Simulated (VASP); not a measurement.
GaAs:

```
Ga As
1.0
     0.00000    2.82685    2.82685
     2.82685    0.00000    2.82685
     2.82685    2.82685    0.00000
Ga As
1 1
Direct
  0.00000 0.00000 0.00000
  0.25000 0.25000 0.25000
```

```yaml
Program: VASP 6.6.1
Task: relaxation of cell and atoms
Functional: LDA
Potentials_or_basis: VASP PAW LDA potentials, release 64 (Ga_d, As)
Cutoff: 600 eV
k_mesh: 10 × 10 × 10
Occupations: gaussian, width 0.03 eV
Spin: no spin polarisation
```

At the start: pressure -1.6 GPa; volume 22.59 Å³/atom.

Problem. Where does the relaxation end?

Solution. Over 3 steps the energy falls by 2.7 meV/atom and the volume is 22.08 Å³/atom (-2.3 %); space group F-43m (No. 216, to 0.05 Å).

Step by step:
```
step  energy change (eV)  largest force (eV/Å)  pressure (GPa)  volume (Å³)
   1              0.0000                0.0000           -1.63        45.18
   2             -0.0042                0.0000            0.76        43.69
   3             -0.0053                0.0000            0.01        44.15
```

Final structure:
```
Ga As
1.0
     0.00000    2.80531    2.80531
     2.80531    0.00000    2.80531
     2.80531    2.80531    0.00000
Ga As
1 1
Cartesian
  0.0000 0.0000 0.0000
  1.4027 1.4027 1.4027
```
